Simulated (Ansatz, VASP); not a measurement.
Ni: VASP beside Ansatz

```
Ni
1.0
     0.00000    1.73217    1.73217
     1.73217    0.00000    1.73217
     1.73217    1.73217    0.00000
Ni
1
Cartesian
  0.0000 0.0000 0.0000
```

Alike in both runs: functional PBEsol; k mesh 21 × 21 × 21; occupations fermi-dirac, width 0.1 eV; collinear spin.

Ansatz relaxed the structure, and its values are those at the end. VASP's run is a single point on that final structure, the one shown.

```csv
,VASP,Ansatz
version,VASP 6.6.1,Ansatz 0.2.0
potentials or method,"VASP PAW PBE potentials, release 64 (Ni)","PAW with Ansatz's default frozen-core files, scalar-relativistic"
plane-wave cutoff (eV),520,420
valence electrons in the cell,10,18
```

```csv
,VASP,Ansatz,Ansatz less VASP
pressure (GPa),-0.1,0.0,+0.10
net moment per atom (μB),0.59,0.60,+0.012
size of the moment on the site where the two differ most (μB),0.60,0.64,+0.039
```

Site moments also hang on the region over which each program counts them. The two sets of potentials don't hold the same shells in valence.

Caveats: the PAW data sets were made with another functional, which shifts forces and pressure a little (VASP).
